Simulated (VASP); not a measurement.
# Be (P6_3/mmc) in VASP: settings compared, part 2 of 2

VASP 6.6.1.

## 4. Relaxation of cell and atoms, LDA, target pressure 94.7 GPa, at which the enthalpy is minimised

Contents of INCAR:

```
SYSTEM = Be
PREC = Accurate
ENCUT = 600
EDIFF = 1E-6
ISMEAR = 1
SIGMA = 0.1
LREAL = .FALSE.
LASPH = .TRUE.
NELM = 80
ALGO = Normal
ISIF = 3
LWAVE = .FALSE.
LCHARG = .FALSE.
GGA = CA
IBRION = 2
NSW = 90
EDIFFG = -0.01
PSTRESS = 947.0
```

Contents of KPOINTS:

```
Automatic mesh
0
G
  18 18 10
  0 0 0
```

Contents of POSCAR:

```
Be
1.0
    2.2853000000      0.0000000000      0.0000000000
   -1.1426500000      1.9791278553      0.0000000000
    0.0000000000      0.0000000000      3.5842000000
Be
2
Direct
    0.3333333333      0.6666666667      0.2500000000
    0.6666666667      0.3333333333      0.7500000000
```

Potentials or basis: VASP PAW LDA potentials, release 64 (Be).

Launch:

```
cat potpaw_LDA.64/Be/POTCAR > POTCAR
mpirun -np 1 vasp_std > vasp.out
```

OUTCAR:

```text
SYSTEM = Be
   PREC = Accurate
   ENCUT = 600
   EDIFF = 1E-6
   ISMEAR = 1
   LREAL = .FALSE.
   LASPH = .TRUE.
   NELM = 80
   ISIF = 3
   GGA = CA
   IBRION = 2
   NSW = 90
   EDIFFG = -0.01
   PSTRESS = 947.0

 ion  position               nearest neighbor table
   1  0.333  0.667  0.250-   2 2.23   2 2.23   2 2.23   2 2.23   2 2.23   2 2.23
   2  0.667  0.333  0.750-   1 2.23   1 2.23   1 2.23   1 2.23   1 2.23   1 2.23

  LATTYP: Found a hexagonal cell.
 ALAT       =     2.2853000000
 C/A-ratio  =     1.5683717674

  Lattice vectors:

 A1 = (   2.2853000000,   0.0000000000,   0.0000000000)
 A2 = (  -1.1426500000,   1.9791278553,   0.0000000000)
 A3 = (   0.0000000000,   0.0000000000,   3.5842000000)

Analysis of symmetry for initial positions (statically):
=====================================================================
 Subroutine PRICEL returns:
 Original cell was already a primitive cell.

[... 508 lines left out ...]
  enthalpy is  TOTEN    =        -1.2194989616 eV   P V=        6.3041631308

[... ionic steps 4 to 7 ...]

--------------------------------------- Ionic step        8  -------------------------------------------

 number of electron       4.0000000 magnetization

------------------------ aborting loop because EDIFF is reached ----------------------------------------
[... 71 lines left out ...]
--------------------------------------- Ionic step       10  -------------------------------------------

 number of electron       4.0000000 magnetization

 Free energy of the ion-electron system (eV)
  ---------------------------------------------------
  ext. energy  EPLUGINS =         0.00000000
  ---------------------------------------------------
  free energy    TOTEN  =        -7.34011106 eV

  energy without entropy =       -7.33994148  energy(sigma->0) =       -7.34005453

 E-fermi :  10.9112     XC(G=0): -12.1157

 val. band max:       10.8959609400   @ k =   0.3333   0.2778   0.3000
 cond. band min:      10.9112445143   @ k =   0.3333   0.3333   0.5000
 fundamental gap:      0.0152835743
 Fermi energy:        10.9111506209

 k-point     1 :       0.0000    0.0000    0.0000
  band No.  band energies     occupation
      1      -2.7257      2.00000
      2       4.3062      2.00000
      3      13.5510      0.00000
      4      33.1629      0.00000
      5      33.1629      0.00000
      6      36.8462      0.00000
[... 240 lines left out ...]
  energy  without entropy=       -7.3399414839  energy(sigma->0) =       -7.34005453

  enthalpy is  TOTEN    =        -1.2387804970 eV   P V=        6.1013305612

 reached required accuracy - stopping structural energy minimisation
```

Run time: 44 s. Hardware: 1 thread of Intel Xeon Platinum 8488C (Sapphire Rapids), shared host; peak memory 0.13 GiB.

Results:

* Free energy: -7.3401 eV
* Relaxed volume: 5.16 Å³/atom
* Relaxed cell: a = 1.952 Å, b = 1.952 Å, c = 3.128 Å, α = 90.00°, β = 90.00°, γ = 120.00°
* Space group after relaxing (to 0.05 Å): P6_3/mmc (No. 194)
* Energy change on relaxing (the enthalpy is what falls): +523.9 meV/atom
* Ionic steps: 10
* Pressure after relaxing: 94.7 GPa
* Band gap on the k mesh: none (metal or under the smearing width)

Step by step:
```csv
step,energy change (eV),largest force (eV/Å),pressure (GPa),volume (Å³)
1,0.0000,0.0000,-7.93,16.21
2,5.5998,0.0000,392.03,6.83
3,0.8643,0.0000,82.39,10.67
4,1.0101,0.0000,92.16,10.40
5,1.0683,0.0000,96.02,10.30
6,1.0706,0.0000,96.12,10.28
7,1.0687,0.0000,96.08,10.29
8,1.0686,0.0000,96.07,10.29
9,1.0343,0.0000,93.80,10.35
10,1.0478,0.0000,94.70,10.32
```

Final structure:
```
CELL_PARAMETERS angstrom
1.95196 0.00000 0.00000
-0.97598 1.69045 0.00000
0.00000 0.00000 3.12833
ATOMIC_POSITIONS crystal
Be 0.33333 0.66667 0.25000
Be 0.66667 0.33333 0.75000
```

Caveat: the cell is relaxed towards a set pressure, so the enthalpy falls and the energy may rise; the volume moved by over 15 % at a fixed basis, so the end points are rough.

## 5. Relaxation of cell and atoms, LDA, target pressure 94.7 GPa, at which the enthalpy is minimised

This run uses another cell than the first one, of 5.16 Å³/atom, 0.637 times its volume.

Edit INCAR of step 4 so:

```diff
@@ -3,3 +3,3 @@
 ENCUT = 600
-EDIFF = 1E-6
+EDIFF = 1E-7
 ISMEAR = 1
@@ -16,3 +16,3 @@
 NSW = 90
-EDIFFG = -0.01
+EDIFFG = -0.005
 PSTRESS = 947.0
```

KPOINTS is that of step 4.

Contents of POSCAR:

```
Be                                      
1.0
    1.9519602771      0.0000000000      0.0000000000
   -0.9759801385      1.6904471872      0.0000000000
    0.0000000000     -0.0000000000      3.1283301186
  Be            
     2
Direct
     0.3333333332999970    0.6666666667000030    0.2500000000000000
     0.6666666667000030    0.3333333332999970    0.7500000000000000
```

Launch:

```
cat potpaw_LDA.64/Be/POTCAR > POTCAR
mpirun -np 1 vasp_std > vasp.out
```

Wall time 5.6 s (1 thread of Intel Xeon Platinum 8488C (Sapphire Rapids), shared host); peak memory 0.12 GiB.

It converged, with:

| Quantity | Value |
| --- | --- |
| Free energy | -7.3394 eV |
| Pressure after relaxing | 94.7 GPa |
| Band gap on the k mesh | none (metal or under the smearing width) |

Stress tensor (GPa, compression positive):
```
94.69  0.00  0.00
 0.00 94.69  0.00
 0.00  0.00 94.79
```

Final structure:
```
CELL_PARAMETERS angstrom
1.95196 0.00000 0.00000
-0.97598 1.69045 0.00000
0.00000 0.00000 3.12833
ATOMIC_POSITIONS crystal
Be 0.33333 0.66667 0.25000
Be 0.66667 0.33333 0.75000
```

Levels at points of the mesh, in eV from the Fermi level:
| k point | band 1 | band 2 | band 3 | band 4 | band 5 | band 6 |
| --- | --- | --- | --- | --- | --- | --- |
| (0.00, 0.00, 0.00) | -13.64 | -6.61 | 2.64 | 22.25 | 22.25 | 25.94 |
| (0.50, 0.00, 0.00) | -6.88 | -3.57 | 4.54 | 7.97 | 9.86 | 12.94 |
| (0.00, 0.00, 0.50) | -11.34 | -11.34 | 13.96 | 13.96 | 24.48 | 24.48 |
| (0.50, 0.00, 0.50) | -5.23 | -5.23 | 3.27 | 3.27 | 16.39 | 16.39 |

Caveat: the relaxation stopped at its first step, so nothing moved; the cell is relaxed towards a set pressure, so the enthalpy falls and the energy may rise.
